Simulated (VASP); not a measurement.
PtSe2, 3 atoms in the cell. It takes space group P-3m1 (No. 164, trigonal). Conventional cell: a = 3.743 Å, b = 3.743 Å, c = 4.765 Å, α = 90.00°, β = 90.00°, γ = 120.00°. Pt (site symmetry -3m) has 6 Se at 2.50 Å as nearest neighbours. Around Se (site symmetry 3m) lie 3 Pt at 2.50 Å. 

| Quantity | Value |
| --- | --- |
| Program | VASP 6.6.1 |
| Task | relaxation of cell and atoms |
| Functional | LDA |
| Potentials or basis | VASP PAW LDA potentials, release 64 (Pt, Se) |
| Cutoff | 520 eV |
| k mesh | 9 × 9 × 6 |
| Occupations | gaussian, width 0.02 eV |
| Spin | no spin polarisation |
| Further INCAR settings | ALGO = Normal; EDIFF = 1e-07; IBRION = 2; EDIFFG = -0.002; NSW = 80; ISIF = 3 |

Potentials or basis: VASP PAW LDA potentials, release 64 (Pt, Se).

Launch:

```console
$ cat potpaw_LDA.64/Pt/POTCAR potpaw_LDA.64/Se/POTCAR > POTCAR
$ mpirun -np 4 vasp_std > vasp.out
```

Hardware: 4 MPI ranks on Intel(R) Xeon(R) Platinum 8488C (Sapphire Rapids), with other jobs on the host.

Problem. How long does it take, and how much memory?

Solution. Run time: 8 s on 4 MPI ranks on Intel(R) Xeon(R) Platinum 8488C (Sapphire Rapids), with other jobs on the host, peak memory 0.18 GiB a rank. Counts: scf iterations 13, k points 62, ion steps 1.
